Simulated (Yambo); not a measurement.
**Si in Yambo: convergence with bands in self energy**

The system is Si.

```
Si
1.0
     3.83132    0.00000    0.00000
    -1.91566    3.31802    0.00000
     0.00000    0.00000    6.33262
Si
4
Direct
  0.66667 0.33333 0.93699
  0.33333 0.66667 0.43699
  0.66667 0.33333 0.56301
  0.33333 0.66667 0.06301
```

This isn't the form of Si at room conditions, which is diamond.

* Program: Yambo 5.3.0
* Task: G0W0 quasiparticle levels
* Functional: LDA
* Potentials or basis: PseudoDojo 0.4.1 SR LDA standard
* Cutoff: 435 eV
* Density cutoff: 1742 eV
* k mesh: 6 × 6 × 4
* Occupations: fixed
* Spin: no spin polarisation
* k mesh of the self-consistent run: 12 × 12 × 4
* Form of the LDA: PW92
* Random integration of the Coulomb term: yes
* Direction of the field or of q to 0: x + y + z
* Broadening: 0.1 eV
* States corrected: Γ and the k points of the band edges
* Frequency dependence of W: plasmon pole
* Terminator of the band sum in the self-energy: none
* Quasiparticle equation: linearised (Newton)
* Imaginary frequency of the plasmon-pole fit: 27.2114 eV
* Bands in the response: 108
* Bands in the self-energy: 28
* Cutoff of the response matrix: 8 Ry
* Cutoff of exchange and Vxc: 32 Ry
* Bands corrected (first, last): [6, 9]

These are the settings of the first run; the series varies bands in self energy, with any setting tied to it.

```csv
bands in self energy,quasiparticle gap at the points computed (eV)
28,0.801
48,0.888
108,0.958
```

Not settled before the last step: the quasiparticle gap at the points computed (to 0.05 eV). The tightest run that finished is the yardstick and may itself not be fully converged.

Caveat, for the tightest run too: this version prints the column dSc/dw multiplied by 27.2.
